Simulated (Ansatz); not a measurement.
# Co (P6_3/mmc) in Ansatz: notebook

One crystal, Co, is run at these levels: PBEsol; tasks: relaxation of cell and atoms.

All numbers are computed with Ansatz 0.2.0; they aren't measurements. Logs are shortened: lines on timing, memory, paths and dates and some standing lists are left out, and cuts for length are marked.

**1. The crystal as given**

It takes space group P6_3/mmc (No. 194, hexagonal). The conventional cell has a = 2.472 Å, b = 2.472 Å, c = 4.021 Å, α = 90.00°, β = 90.00°, γ = 120.00°. Co (site symmetry -6m2) has 12 Co at 2.47 Å as nearest neighbours.

**2. Relaxation of cell and atoms, PBEsol, collinear spin, ferromagnetic start, target pressure 5 GPa, at which the enthalpy is minimised**

File input.yaml:

```yaml
crystal:
  lattice:
    - [2.4719999032, 0.0, 0.0]
    - [-1.2359999516, 2.1408147143, 0.0]
    - [0.0, 0.0, 4.02114408]
  atoms:
    - { symbol: Co, position: [0.6666666667, 0.3333333333, 0.75], spin: 2.0 }
    - { symbol: Co, position: [0.3333333333, 0.6666666667, 0.25], spin: 2.0 }
kpoints:
  mp_grid: { grid: [12, 12, 7] }
scf:
  occupations: { method: fermi_dirac, width: 0.05 }
hamiltonian:
  xc: pbesol
  pseudopotentials: { kind: all_electron, lapw: { basis_error: 0.001 } }
magnetization:
  spin_polarized: true
output:
  forces: true
  stress: true
relax:
  f_tol: 0.01
  max_steps: 60
  cell: { p_target: 5 }
```

Potentials or basis: all-electron LAPW, scalar-relativistic.

Command:

```sh
$ ansatz run input.yaml --threads 2 --pin off --max-ram 6144MiB --backend cpu --events-out ev --progress --plain --runs-dir out
```

The log of the run:

```text
Warning: RAYON_NUM_THREADS=2 ignored (pool sized by the plan → 2); use --threads N
The last accepted step is kept in <dir> (removed where the run ends without a failure and the disk answers)
LAPW: plane waves up to 9.422 Å⁻¹, error target 1.0e-3 eV per atom; small_component_spin mean_spin; Co in spheres of 1.196 Å, 17 of its electrons in bands, Dirac shells [] (how accurate: hamiltonian.pseudopotentials.lapw.basis_error, Limitations)
Engine: ansatz 0.2.0, aarch64-unknown-linux-gnu
Pseudopotentials: kind: all_electron
Pseudopotential: Co, LAPW, valence charge 17, lapw/all_electron/scalar/gaussian/Co, Koelling and Harmon's equation, gaussian nucleus
Functional definition: PBEsol
  exchange = pbesol_x
  correlation = pbesol_c
Crystal: 2 atoms, lattice volume = 21.280 Å³
Basis set: ecut = 338.2577022032041 eV, 313 PW (Γ), exchange–correlation at level 2
Bands: 23, of which v1, the nominal top of the filled ones, is band 17 counted from 1 (16 counted from 0)
Symmetry: 24 space group operations
Space group: P63/mmc (ITA 194), of the structure as read, at distance tolerance 2.8e-5 Å
Magnetic group: BNS 194.263 (UNI 1493), of the structure as read, at distance tolerance 2.8e-5 Å
k-points: 76 of 1008
Non-local potential: Co, projectors of the file, none
Initial density: superposition of atomic densities (chi_scale 0.1, normalization cell)
Starting moments: Σ|m| = 4 μB on 2 of 2 sites
Initial wavefunctions: plane waves of lowest kinetic energy (no species holds an atomic orbital)
Functional: x = pbesol(κ = 0.804, μ = 0.12345679012345678), c = pbesol(β = 0.046)
iter 1 solved again at ethr=3.57e-5 eV; its pass at ethr=1.00e-1 eV (dr2=1.21e-2 eV) is discarded
SCF iter   1: F=—  HF=-75768.704366 eV  |F-HF|=—  |Δ(HF+E_count)|=         —  Δρ=1.74e-2 (↑1.72e-2 ↓1.74e-2)  dr2=1.23e-2  dr2_m=5.30e-2  M=3.302 μB ∫|m|=3.426 μB  β_m=0.30  ethr=3.57e-5  ⟨swp⟩=3.2  Hψ=26812  notcnv=0
Mixer restart at iter 1: flushing history
preconditioner: auto → none  [metal: Δε(μ)=0.002 eV  Ē_g=9.789 eV  σ=0.050 eV  W_gap=0.01  n_scr=8 (ndim 8)  ℏωp=34.2 eV  f_vac=0.000  D(μ)=1.93/eV (n_scr^D=22)  sad-step TF]
SCF iter   2: F=—  HF=-75768.779585 eV  |F-HF|=—  |Δ(HF+E_count)|=         —  Δρ=1.36e-2 (↑1.33e-2 ↓1.36e-2)  dr2=6.66e-3  dr2_m=3.34e-2  M=3.238 μB ∫|m|=3.391 μB  β_m=0.30  ethr=3.57e-5  ⟨swp⟩=2.5  Hψ=9992  notcnv=0
Mixer restart at iter 2: flushing history
SCF iter   3: F=—  HF=-75768.810953 eV  |F-HF|=—  |Δ(HF+E_count)|=   3.14e-2  Δρ=9.86e-3 (↑9.63e-3 ↓9.86e-3)  dr2=2.99e-3  dr2_m=1.75e-2  M=3.224 μB ∫|m|=3.406 μB  β_m=0.62  ethr=1.96e-5  ⟨swp⟩=2.0  Hψ=9822  notcnv=0
iter 4 solved again at ethr=1.08e-8 eV; its pass at ethr=8.79e-6 eV (dr2=3.66e-6 eV) is discarded
SCF iter   4: F=—  HF=-75768.854287 eV  |F-HF|=—  |Δ(HF+E_count)|=   4.33e-2  Δρ=1.03e-3 (↑1.00e-3 ↓1.03e-3)  dr2=3.66e-6  dr2_m=2.00e-4  M=3.196 μB ∫|m|=3.459 μB  β_m=0.81  ethr=1.08e-8  ⟨swp⟩=3.0  Hψ=18559  notcnv=0
SCF iter   5: F=—  HF=-75768.856224 eV  |F-HF|=—  |Δ(HF+E_count)|=   1.94e-3  Δρ=9.94e-4 (↑5.22e-4 ↓9.94e-4)  dr2=1.76e-4  dr2_m=3.69e-5  M=3.193 μB ∫|m|=3.472 μB  β_m=0.64  ethr=1.08e-8  ⟨swp⟩=3.8  Hψ=12575  notcnv=0
SCF iter   6: F=—  HF=-75768.855488 eV  |F-HF|=—  |Δ(HF+E_count)|=   7.36e-4  Δρ=1.17e-4 (↑9.49e-5 ↓1.17e-4)  dr2=5.30e-6  dr2_m=9.12e-7  M=3.198 μB ∫|m|=3.485 μB  β_m=0.80  ethr=1.08e-8  ⟨swp⟩=3.6  Hψ=12253  notcnv=0
SCF iter   7: F=—  HF=-75768.855491 eV  |F-HF|=—  |Δ(HF+E_count)|=   2.64e-6  Δρ=1.30e-5 (↑1.07e-5 ↓1.30e-5)  dr2=3.15e-8  dr2_m=1.91e-8  M=3.199 μB ∫|m|=3.488 μB  β_m=0.82  ethr=1.08e-8  ⟨swp⟩=3.0  Hψ=10162  notcnv=0
SCF iter   8: F=-75768.855491 eV  HF=-75768.855491 eV  |F-HF|=2.37e-9  |Δ(HF+E_count)|=   2.18e-8  Δρ=3.11e-6 (↑1.95e-6 ↓3.11e-6)  dr2=5.20e-10  dr2_m=1.16e-9  M=3.198 μB ∫|m|=3.487 μB  ethr=9.27e-11  ⟨swp⟩=2.9  Hψ=10302  notcnv=0
SCF 1 converged in 8 iterations: F = -75768.855491 eV  dr2 = 5.20e-10
relax step   1: F+E_penalty+E_count = -75768.85549082 eV  Δ(F+E_penalty+E_count) = +0.000e0 eV  max|allowed force component| = 7.401e-17 eV/Å  Δτ_max = 0.0000 Å  P = -5.840 GPa  Ω = 21.280 Å³  (8 SCF iters, accepted)
Crystal: 2 atoms, lattice volume = 20.755 Å³
Basis set: ecut = 343.9462909491948 eV, 313 PW (Γ), exchange–correlation at level 2
[... 15 lines left out ...]
Crystal: 2 atoms, lattice volume = 20.267 Å³
Basis set: ecut = 349.44071192017316 eV, 313 PW (Γ), exchange–correlation at level 2
iter 1 solved again at ethr=1.55e-7 eV; its pass at ethr=1.00e-1 eV (dr2=5.27e-5 eV) is discarded
SCF iter   1: F=—  HF=-75768.859685 eV  |F-HF|=—  |Δ(HF+E_count)|=         —  Δρ=2.01e-3 (↑2.01e-3 ↓1.88e-3)  dr2=5.76e-5  dr2_m=6.84e-4  M=3.068 μB ∫|m|=3.338 μB  β_m=0.65  ethr=1.55e-7  ⟨swp⟩=4.3  Hψ=22370  notcnv=0
preconditioner: auto → none  [metal: Δε(μ)=0.007 eV  Ē_g=10.047 eV  σ=0.050 eV  W_gap=0.03  n_scr=2 (ndim 8)  ℏωp=35.0 eV  f_vac=0.000  D(μ)=1.82/eV (n_scr^D=22)]
[... 8 lines left out ...]
relax step   3: F+E_penalty+E_count = -75768.85921866 eV  Δ(F+E_penalty+E_count) = +7.321e-3 eV  max|allowed force component| = 3.701e-17 eV/Å  Δτ_max = 0.0000 Å  P = +5.482 GPa  Ω = 20.267 Å³  (7 SCF iters, accepted)
Crystal: 2 atoms, lattice volume = 20.306 Å³
Basis set: ecut = 348.98694920682703 eV, 313 PW (Γ), exchange–correlation at level 2
iter 1 solved again at ethr=1.14e-9 eV; its pass at ethr=1.00e-1 eV (dr2=3.88e-7 eV) is discarded
SCF iter   1: F=—  HF=-75768.860515 eV  |F-HF|=—  |Δ(HF+E_count)|=         —  Δρ=1.58e-4 (↑1.58e-4 ↓1.48e-4)  dr2=4.04e-7  dr2_m=4.22e-6  M=3.071 μB ∫|m|=3.339 μB  β_m=0.65  ethr=1.14e-9  ⟨swp⟩=5.1  Hψ=22341  notcnv=0
preconditioner: auto → none  [metal: Δε(μ)=0.006 eV  Ē_g=10.026 eV  σ=0.050 eV  W_gap=0.03  n_scr=2 (ndim 8)  ℏωp=35.0 eV  f_vac=0.000  D(μ)=1.84/eV (n_scr^D=22)]
iter 2 solved again at ethr=8.21e-11 eV; its pass at ethr=1.14e-9 eV (dr2=2.79e-8 eV) is discarded
SCF iter   2: F=—  HF=-75768.860512 eV  |F-HF|=—  |Δ(HF+E_count)|=   2.31e-6  Δρ=5.38e-5 (↑4.74e-5 ↓5.38e-5)  dr2=2.79e-8  dr2_m=4.69e-7  M=3.071 μB ∫|m|=3.339 μB  β_m=0.62  ethr=8.21e-11  ⟨swp⟩=2.0  Hψ=17292  notcnv=0
SCF iter   3: F=—  HF=-75768.860512 eV  |F-HF|=—  |Δ(HF+E_count)|=   8.09e-8  Δρ=2.50e-5 (↑2.50e-5 ↓1.47e-5)  dr2=3.58e-8  dr2_m=5.99e-8  M=3.071 μB ∫|m|=3.340 μB  β_m=0.51  ethr=8.19e-11  ⟨swp⟩=3.0  Hψ=11100  notcnv=0
SCF iter   4: F=—  HF=-75768.860512 eV  |F-HF|=—  |Δ(HF+E_count)|=   6.37e-7  Δρ=2.18e-6 (↑1.78e-6 ↓2.18e-6)  dr2=1.94e-9  dr2_m=2.38e-10  M=3.071 μB ∫|m|=3.340 μB  β_m=0.72  ethr=8.19e-11  ⟨swp⟩=3.0  Hψ=11084  notcnv=0
SCF iter   5: F=-75768.860512 eV  HF=-75768.860512 eV  |F-HF|=2.18e-9  |Δ(HF+E_count)|=   5.14e-9  Δρ=8.64e-7 (↑8.64e-7 ↓5.57e-7)  dr2=1.49e-10  dr2_m=2.70e-11  M=3.071 μB ∫|m|=3.340 μB  ethr=5.69e-12  ⟨swp⟩=2.3  Hψ=9700  notcnv=0
SCF 4 converged in 5 iterations: F = -75768.860512 eV  dr2 = 1.49e-10
relax step   4: F+E_penalty+E_count = -75768.86051170 eV  Δ(F+E_penalty+E_count) = -1.293e-3 eV  max|allowed force component| = 2.313e-17 eV/Å  Δτ_max = 0.0000 Å  P = +4.978 GPa  Ω = 20.306 Å³  (5 SCF iters, accepted)
Basis set: ecut = 348.98694920682703 eV, 311 PW (Γ), exchange–correlation at level 2
iter 1 solved again at ethr=1.66e-12 eV; its pass at ethr=1.00e-1 eV (dr2=5.64e-10 eV) is discarded
SCF iter   1: F=—  HF=-75768.860512 eV  |F-HF|=—  |Δ(HF+E_count)|=         —  Δρ=8.39e-7 (↑8.39e-7 ↓6.75e-7)  dr2=3.47e-11  dr2_m=2.44e-11  M=3.071 μB ∫|m|=3.340 μB  β_m=0.65  ethr=1.66e-12  ⟨swp⟩=5.6  Hψ=26705  notcnv=0  reapply=100
preconditioner: auto → none  [metal: Δε(μ)=0.006 eV  Ē_g=10.027 eV  σ=0.050 eV  W_gap=0.03  n_scr=2 (ndim 8)  ℏωp=35.0 eV  f_vac=0.000  D(μ)=1.84/eV (n_scr^D=22)]
SCF iter   2: F=—  HF=-75768.860512 eV  |F-HF|=—  |Δ(HF+E_count)|=   8.45e-9  Δρ=3.27e-7 (↑3.27e-7 ↓2.68e-7)  dr2=3.88e-12  dr2_m=6.50e-12  M=3.071 μB ∫|m|=3.340 μB  β_m=0.65  ethr=1.10e-12 (applied; sched 1.00e-12)  ⟨swp⟩=2.3  Hψ=9702  notcnv=0
SCF iter   3: F=-75768.860512 eV  HF=-75768.860512 eV  |F-HF|=6.98e-10  |Δ(HF+E_count)|=   3.26e-9  Δρ=3.28e-7 (↑3.28e-7 ↓2.74e-7)  dr2=3.33e-11  dr2_m=5.52e-13  M=3.071 μB ∫|m|=3.340 μB  ethr=1.10e-12 (applied; sched 1.00e-12)  ⟨swp⟩=2.0  Hψ=9646  notcnv=0
SCF 5 converged in 3 iterations: F = -75768.860512 eV  dr2 = 3.33e-11
relax step   5: F+E_penalty+E_count = -75768.86051239 eV  Δ(F+E_penalty+E_count) = -6.911e-7 eV  max|allowed force component| = 3.469e-17 eV/Å  Δτ_max = 0.0000 Å  P = +4.978 GPa  Ω = 20.306 Å³  stress off target by 2.98e-2 GPa  SCF on the basis re-selected at this cell (its energy is not comparable with the rows above)  (3 SCF iters)
basis re-selected at this cell: Δ(F+E_penalty+E_count) = -6.911e-7 eV, ΔP = -0.000 GPa vs the last step (what re-selecting the basis moved, after the strain that the cell walked since its last selection, with what the two solves' SCF thresholds leave and, on support functions, any second-order correction that the steps lacked; it is no measure of the basis error at this ecutwfc). The dense FFT grid was sized anew with the basis: this SCF ran on 16×16×24 points, the steps before it on 16×16×30, so part of this shift can come from that change (see relax.cell in the input reference). This SCF's stress stands 2.98e-2 GPa from its target on what of the cell is left free (relax.cell.stress_tol is 5.00e-2 GPa) and its largest allowed force component is 3.47e-17 eV/Å (relax.f_tol is 1.00e-2 eV/Å): within both
SCF converged after 3 iterations
Magnetization: 3.0712 μB (18.5356 up, 15.4644 down)
Absolute magnetization: 3.3398 μB (∫|ρ↑−ρ↓|)
Spin contamination: 0.0424 ħ² per cell (⟨S²⟩ above its minimum at these occupations)
Per-site moments (μB) at R_I (Å): [(1.5898735056364774, 1.1773043961803495), (1.5898735056364774, 1.1773043961803495)]
Free energy (F): -75768.860512 eV
Harris-Foulkes:  -75768.860512 eV  (|F-HF|=6.98e-10)
Internal energy: -75768.845656 eV  (E = F + TS)
E sigma→0 (E₀):  -75768.853084 eV
Entropy (-TS):   -0.014856 eV (-7.428 meV/atom)
Fermi energy:    20.455103 eV
--- Per-component energies (eV) ---
  E_band       = -427.492774
  E_kinetic    = 76889.367737
  E_xc         = -3182.839270
  E_electrostatic = -149475.374123  (all electrons and nuclei)
  E_smearing   = -0.014856  (= −TS)
  E_closure    = 0.000000  (closes the sum)
  E_atoms      = -75750.878730  (free atoms, spherical and without spin; not in F)
  Σ components = -75768.860512   (vs F -75768.860512, Δ=0.00e0)
  Basis errors (estimates in eV, not in F): energy 2.3e-4 per atom: plane waves 2.3e-4 (1.2e-4 summed), levels above the bands 7.3e-92, relativity 1.7e-8, radial functions 5.0e-6, core shells 4.9e-9; eigenvalues (radial functions only) 5.3e-7; not estimated: angular momenta, meshes, grids; target (lapw.basis_error) 1.0e-3; muffin-tin radii Co 1.177 Å
--- Forces (eV/Å), atoms counted from 1 ---
  atom   1  Co     0.00000000     0.00000000    -0.00000000
  atom   2  Co     0.00000000    -0.00000000     0.00000000
  max |Σ_I F_I| component: 2.78e-17 eV/Å
--- Stress (GPa, compression-positive) ---
        4.981404       0.000000       0.000000
        0.000000       4.981404       0.000000
        0.000000       0.000000       4.970185
  P = ⅓ Tr σ = 4.9777 GPa (49.777 kbar)
--- Relaxed structure (4 steps of the walk, 4 accepted, 1 SCFs on fresh bases) ---
  F+E_penalty+E_count = -75768.86051239 eV   max|allowed force component| = 3.469e-17 eV/Å   (the final SCF, on the basis selected at the relaxed cell)
  cell:  # Å, volume = 20.3065 Å³
    - [2.4400833287917165, 0.0, 0.0]
    - [-1.2200416643958583, 2.1131741500845234, 0.0]
    - [0.0, 0.0, 3.938174718553783]
  atoms:
    - { symbol: Co, position: [0.6666666666666666, 0.33333333333333326, 0.7500000000000001] }
    - { symbol: Co, position: [0.33333333333333326, 0.6666666666666665, 0.25] }
```

Wall time 62 s (2 threads of Arm Neoverse V2, shared host); peak memory 0.54 GiB.

What came out:

```yaml
Free_energy: -75768.8605 eV
Relaxed_volume: 10.15 Å³/atom
Relaxed_cell: a = 2.440 Å, b = 2.440 Å, c = 3.938 Å, α = 90.00°, β = 90.00°, γ = 120.00°
Space_group_after_relaxing_to_0.05_Å: P6_3/mmc (No. 194)
Energy_change_on_relaxing_the_enthalpy_is_what_falls: -2.5 meV/atom
Ionic_steps: 5
Pressure_after_relaxing: 5.0 GPa
Net_moment: 3.07 μB per cell
Absolute_moment: 3.34 μB per cell
Site_moments: Co +1.59 μB
```

The path:
```tsv
step	energy change (eV)	largest force (eV/Å)	volume (Å³)
1	0.0000	0.0000	21.28
2	-0.0110	0.0000	20.75
3	-0.0037	0.0000	20.27
4	-0.0050	0.0000	20.31
5	-0.0050	0.0000	20.31
```

Final structure:
```xyz
2
Lattice="2.4401 0.0000 0.0000 -1.2200 2.1132 0.0000 0.0000 0.0000 3.9382" Properties=species:S:1:pos:R:3 pbc="T T T"
Co    1.2200    0.7044    2.9536
Co    0.0000    1.4088    0.9845
```

[end of part 1 of 2]
